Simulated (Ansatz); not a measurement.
Property card for ZrSi2

All numbers below come from DFT PBE, scalar-relativistic, plane waves, PAW in Ansatz.

Cutoff 420 eV; k points 16×16×16 on the computed 3-atom cell (Γ-centred); Gaussian smearing, width 0.10 eV; no spin polarisation.

The structure is relaxed at this level of theory with its symmetry kept, and needn't be the ground state of this composition.

```
CELL_PARAMETERS angstrom
-1.94024 1.94024 3.86518
1.94024 -1.94024 3.86518
1.94024 1.94024 -3.86518
ATOMIC_POSITIONS crystal
Zr 0.50000 0.50000 0.00000
Si 0.00000 0.00000 0.00000
Si 0.75000 0.25000 0.50000
```

* Space group: I-4m2 (No. 119)
* Volume per atom: 19.40 Å³
* Formation energy from the elements' standard states (uncorrected): +0.022 eV/atom
* Kohn–Sham band gap: none (metal)
* Density of states at the Fermi level: 3.6 states/eV per cell
* Orbital (Löwdin) character within 0.5 eV of the Fermi level: Zr 4d 51 %, Si 3p 38 %
* Bader charge by site (e): Zr (1 in the cell) 1.25, Si (1 in the cell) -0.58, Si (1 in the cell) -0.67

Another cell of ZrSi2 relaxed alike, in Cmcm, lies 0.69 eV/atom lower, so this cell isn't the stable form at this level.

The cell was found from a structure generator's guess, not taken from experiment. Löwdin shares on free-atom orbitals overweight diffuse shells.
